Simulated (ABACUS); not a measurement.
Crystal: Si2W.

```
W Si
1.0
    -1.60690    1.60690    3.91495
     1.60690   -1.60690    3.91495
     1.60690    1.60690   -3.91495
W Si
1 2
Cartesian
  0.0000 0.0000 0.0000
  0.0000 0.0000 5.2092
  0.0000 0.0000 2.6207
```

Base run:

```yaml
Program: ABACUS 3.10.1
Functional: RPBE
Potentials_or_basis: SG15 ONCV 1.2 PBE
Cutoff: 1007 eV
Density_cutoff: 4027 eV
Basis: plane waves
k_mesh: 12 × 12 × 12
Occupations: fermi-dirac, width 0.05 eV
Spin: no spin polarisation
```

Its results: band gap on the k mesh none (metal or under the smearing width); pressure 7.5 GPa; largest force 0.179 eV/Å.

Task: After a change of settings the same cell gave: band gap on the k mesh none (metal or under the smearing width); pressure -0.5 GPa; largest force 0.025 eV/Å. Which change was it?
A. functional from RPBE to PBEsol
B. functional from RPBE to PBE
C. functional from RPBE to AM05
D. functional from RPBE to LDA

Result: A.

PBEsol binds more tightly than RPBE, so the same cell stands under less pressure.

Caveats: the potentials were made for another functional, which shifts forces and pressure.
